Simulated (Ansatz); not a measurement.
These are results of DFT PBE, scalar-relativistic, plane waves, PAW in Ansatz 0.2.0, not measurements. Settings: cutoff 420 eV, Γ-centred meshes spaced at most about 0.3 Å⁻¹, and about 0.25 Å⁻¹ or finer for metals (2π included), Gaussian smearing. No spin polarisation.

Each guess is relaxed in cell and atoms at zero pressure, on a coarse mesh first where it starts far from rest and then on a converged one. The steps can't lower the symmetry of the start, but it can rise. Energies are static (0 K, no zero-point motion).

Two unrelaxed guesses for In5Sb:

A.

Space group P-62m (No. 189). a = 6.234 Å, b = 6.234 Å, c = 5.795 Å, α = 90.00°, β = 90.00°, γ = 120.00°
| atom | site | symmetry | x | y | z |
| --- | --- | --- | --- | --- | --- |
| In | 3g | m2m | 0.0000 | 0.6807 | 0.5000 |
| In | 2c | -6.. | 0.6667 | 0.3333 | 0.0000 |
| Sb | 1a | -62m | 0.0000 | 0.0000 | 0.0000 |

B.

Space group P6/mmm (No. 191). a = 6.228 Å, b = 6.228 Å, c = 4.966 Å, α = 90.00°, β = 90.00°, γ = 120.00°
| atom | site | symmetry | x | y | z |
| --- | --- | --- | --- | --- | --- |
| In | 2c | -6m2 | 0.3333 | 0.6667 | 0.0000 |
| In | 3g | mmm | 0.5000 | 0.0000 | 0.5000 |
| Sb | 1a | 6/mmm | 0.0000 | 0.0000 | 0.0000 |

Question: Where do they end, and which end is lower?

Answer: A ends lower, by 171 meV/atom. A: P-62m at 32.5 Å³/atom → P-62m at 27.8 Å³/atom; B: P6/mmm at 27.8 Å³/atom → P6/mmm (CaCu5 type) at 30.1 Å³/atom. Counting In atoms around Sb (those within 1.25 times the shortest such distance or 1.15 times the sum of covalent radii; a plus sign parts nearer from farther groups; the shortest distance is added where it is long for a bond), the end of A has Sb 12 from 3.4 Å and the end of B has Sb 6+12 from 3.5 Å. End of A. Conventional cell: a = 5.890 Å, c = 5.557 Å. In on a site of symmetry m2m is surrounded by 10 In at 3.38–3.41 Å and 2 Sb at 3.40 Å; In on a site of symmetry -6 is surrounded by 9 In at 3.40–3.41 Å and 3 Sb at 3.40 Å; Sb has 12 In at 3.40 Å. End of B. Conventional cell: a = 6.096 Å, c = 5.620 Å. Around In on a site of symmetry -6m2 lie 6 In at 3.32 Å, 3 Sb at 3.52 Å and 3 In at 3.52 Å; In on a site of symmetry mmm is surrounded by 4 In at 3.05 Å and 4 In at 3.32 Å; Sb has 6 In at 3.52 Å and 12 In at 4.15 Å.

Ends held by symmetry can be saddle points. These runs have no spin–orbit coupling, which can matter for Sb.
